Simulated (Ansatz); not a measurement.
Born–Oppenheimer molecular dynamics of a periodic cell of 28 atoms, Be27H (surface Be(0001), adsorbate H). It goes on from the last frame of an earlier run, with new velocities.

The calculation used DFT PBE, scalar-relativistic, plane waves, PAW in Ansatz. Settings: accuracy low, cutoff 420 eV, k mesh 2x2x1, fermi-dirac smearing 0.15 eV, no spin polarisation.

* ensemble: NVT, Nosé–Hoover chain
* time step: 0.5 fs
* steps asked: 160
* set temperature: 1350 K
* thermostat: time constant 50 fs, chain length 3
* atoms held: 1 to 9
* seed: 662427

First frame:

```xyz
28
Lattice="6.8700 0.0000 0.0000 3.4350 5.9496 0.0000 0.0000 0.0000 14.5884" Properties=species:S:1:pos:R:3
Be 0.000 0.000 1.000
Be 2.290 0.000 1.000
Be 4.580 0.000 1.000
Be 1.145 1.983 1.000
Be 3.435 1.983 1.000
Be 5.725 1.983 1.000
Be 2.290 3.966 1.000
Be 4.580 3.966 1.000
Be 6.870 3.966 1.000
Be -0.154 1.121 2.829
Be 2.236 1.479 2.920
Be 4.602 1.229 2.953
Be 1.359 3.510 2.930
Be 3.602 3.192 2.803
Be 5.640 3.099 2.834
Be 2.224 5.400 2.808
Be 4.396 5.214 2.900
Be 6.600 5.149 2.763
Be -0.246 0.061 5.058
Be 2.090 0.177 4.594
Be 4.635 -0.035 4.704
Be 1.010 2.084 4.556
Be 3.213 1.919 4.614
Be 5.438 2.029 4.849
Be 2.258 4.107 4.548
Be 4.588 3.879 4.890
Be 6.569 4.147 4.673
H 6.804 1.406 5.424
```

(1) What does the run give?

(2) What happens to the structure?

(3) How do temperature and energy run in time?

Answers

(1) All steps were run.

* steps done: 160
* time covered: 80 fs
* mean temperature over the second half: 1264 K
* spread of the potential energy over the second half: 10.7 meV per atom
* mean potential energy of the second half above the start: 24.5 meV per atom

The conserved energy stayed within 0.022 meV per atom of its start (net change 0.017 meV per atom), so the integration is sound. A run of 0.08 ps of so small a system gives no equilibrium averages. Limits of this set-up: coarse k mesh, thin slab, slab without dipole correction, odd electron count without spin, low accuracy level.

(2) Mean squared displacements from the first frame to the last: Be 0.09 Å², H 0.06 Å². Another seed would give other details.

(3) 
| time (fs) | T (K) | potential energy less start (eV) | conserved less start (meV/atom) |
| --- | --- | --- | --- |
| 0.0 | 1350 | 0.000 | 0.00 |
| 6.5 | 1494 | -0.357 | -0.01 |
| 13.0 | 1289 | 0.132 | 0.00 |
| 19.5 | 1033 | 0.756 | 0.01 |
| 26.0 | 1045 | 0.736 | 0.00 |
| 32.5 | 1162 | 0.487 | 0.01 |
| 39.0 | 1294 | 0.221 | 0.00 |
| 45.5 | 1162 | 0.619 | 0.00 |
| 52.0 | 976 | 1.158 | 0.02 |
| 58.5 | 1213 | 0.696 | 0.00 |
| 65.0 | 1434 | 0.343 | 0.01 |
| 71.5 | 1454 | 0.517 | 0.01 |
| 78.0 | 1339 | 1.026 | 0.02 |

Time of the run: 12 min on 1 thread of Arm Neoverse V1, on a shared host, peak memory 0.77 GiB.
